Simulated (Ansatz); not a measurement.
Input and command of a calculation in Ansatz (plane waves; scalar-relativistic PAW potentials unless the input names others):

```yaml
crystal:
  lattice:
    - [0.0, 2.6825617118, 2.8051152926]
    - [2.6825617118, 0.0, 2.8051152926]
    - [2.6825617118, 2.6825617118, 0.0]
  atoms:
    - { symbol: Si, position: [0.25, 0.25, 0.25] }
    - { symbol: Si, position: [0.75, 0.75, 0.75] }
    - { symbol: Ni, position: [0.0, 0.0, 0.0] }
basis:
  ecutwfc: 420
kpoints:
  mp_grid: { grid: [16, 15, 17] }
hamiltonian:
  xc: pbe
scf:
  occupations: { method: gaussian, width: 0.15 }
  max_iter: 60
output:
  forces: true
  eigenvalues: true
  stress: true
```

```bash
ansatz run input.yaml --threads 2 --pin off --max-ram 5120MiB --backend cpu --events-out ev --progress --plain --runs-dir out
```

Abridged log:
```
Warning: crystal.symmetry: narrowed to the stabiliser of the k-point mesh — unitary ops 16 → 2; excluded 14 operations that carry a point of the 16×15×17 mesh (shift [0, 0, 0]) off the mesh (the run samples exactly the mesh kpoints.mp_grid names, as under crystal.symmetry.detect: false, and its converged state has the mesh's symmetry, not the crystal's; ε∞, the Born charges and the force constants of a linear response (`dielectric:` by the response, `phonons.method: dfpt`) are averaged over those of the crystal's operations that the state keeps within a tolerance, where `mesh_tensors`, `unaver ...
Pseudopotentials: kind: paw
Pseudopotential: Si, paw, valence charge 4, recommended cutoff 420 eV (normal)
Pseudopotential: Ni, paw, valence charge 18, recommended cutoff 420 eV (normal)
Functional definition: PBE
Crystal: 3 atoms, lattice volume = 40.372 Å³
Basis set: ecut = 420 eV, 789 PW (Γ), exchange–correlation on 54×54×54 points (8 copies of the dense FFT grid, shifted against one another)
Bands: 17, of which v1, the nominal top of the filled ones, is band 13 counted from 1 (12 counted from 0)
Symmetry: 2 space group operations
k-points: 2041 of 4080
Initial density: superposition of atomic densities (neutral atoms: chi_scale 0, normalization atom), corrected by the library's trained network
Initial wavefunctions: pseudopotential atomic-orbital guess
Functional: x = pbe(κ = 0.804, μ = 0.21951497), c = pbe(β = 0.06672455)
SCF iter   1: F=—  HF=-7112.402357 eV  |F-HF|=—  |Δ(HF+E_count)|=         —  Δρ=1.04e-2  dr2=2.98e-2  ethr=1.77e-3  ⟨swp⟩=5.0  Hψ=176897  notcnv=0
SCF iter   2: F=—  HF=-7112.399906 eV  |F-HF|=—  |Δ(HF+E_count)|=   2.45e-3  Δρ=3.28e-3  dr2=3.73e-3  ethr=1.15e-4  ⟨swp⟩=1.0  Hψ=51031  notcnv=0
SCF iter   3: F=—  HF=-7112.399511 eV  |F-HF|=—  |Δ(HF+E_count)|=   3.95e-4  Δρ=8.04e-4  dr2=3.10e-4  ethr=1.43e-5  ⟨swp⟩=1.0  Hψ=34661  notcnv=0
SCF iter   4: F=—  HF=-7112.399514 eV  |F-HF|=—  |Δ(HF+E_count)|=   2.99e-6  Δρ=2.39e-4  dr2=2.00e-5  ethr=1.19e-6  ⟨swp⟩=2.7  Hψ=54559  notcnv=0
SCF iter   5: F=—  HF=-7112.399531 eV  |F-HF|=—  |Δ(HF+E_count)|=   1.67e-5  Δρ=7.29e-5  dr2=3.29e-6  ethr=7.71e-8  ⟨swp⟩=2.3  Hψ=48258  notcnv=0
SCF iter   6: F=—  HF=-7112.399532 eV  |F-HF|=—  |Δ(HF+E_count)|=   1.84e-6  Δρ=2.72e-5  dr2=4.43e-7  ethr=1.27e-8  ⟨swp⟩=2.1  Hψ=44867  notcnv=0
SCF iter   7: F=-7112.399533 eV  HF=-7112.399533 eV  |F-HF|=3.50e-8  |Δ(HF+E_count)|=   3.08e-7  Δρ=1.11e-5  dr2=6.26e-8  ethr=3.85e-10  ⟨swp⟩=5.8  Hψ=163138  notcnv=0
SCF 1 converged in 7 iterations: F = -7112.399533 eV  dr2 = 6.26e-8
SCF converged after 7 iterations
Free energy (F): -7112.399533 eV
Harris-Foulkes:  -7112.399533 eV  (|F-HF|=3.50e-8)
Internal energy: -7112.389789 eV  (E = F + TS)
E sigma→0 (E₀):  -7112.394661 eV
Entropy (-TS):   -0.009743 eV (-3.248 meV/atom)
Fermi energy:    12.875435 eV
--- Forces (eV/Å), atoms counted from 1 ---
  atom   1  Si     0.00082247    -0.00159323     0.00178549
  atom   2  Si    -0.00082247     0.00159323    -0.00178549
  atom   3  Ni     0.00000000     0.00000000     0.00000000
--- Stress (GPa, compression-positive) ---
        0.832396      -0.003654       0.003703
       -0.003654       0.843625      -0.001052
        0.003703      -0.001052      -1.647301
  P = ⅓ Tr σ = 0.0096 GPa (0.096 kbar)
```

One setting here is unusual or wrong in general: a mesh that breaks the symmetry (kpoints.mp_grid.grid: [16, 16, 16] → [16, 15, 17]). For this cell it did little harm to the result: the run converged in 7 SCF iterations (reference: 7) with an energy at zero smearing 0.05 meV/atom above the reference's, pressure 0.01 GPa, largest force 0.003 eV/Å, no gap on the mesh. The program drops the symmetry operations that the mesh breaks, which leaves more k-points to solve, 2041 here. A reference run from the same start on usual settings converged with pressure 0.01 GPa, largest force 0.000 eV/Å, no gap on the mesh.

It took 42 s on 2 threads of Intel(R) Xeon(R) Processor @ 2.70GHz (shared host), peak memory 1.3 GiB.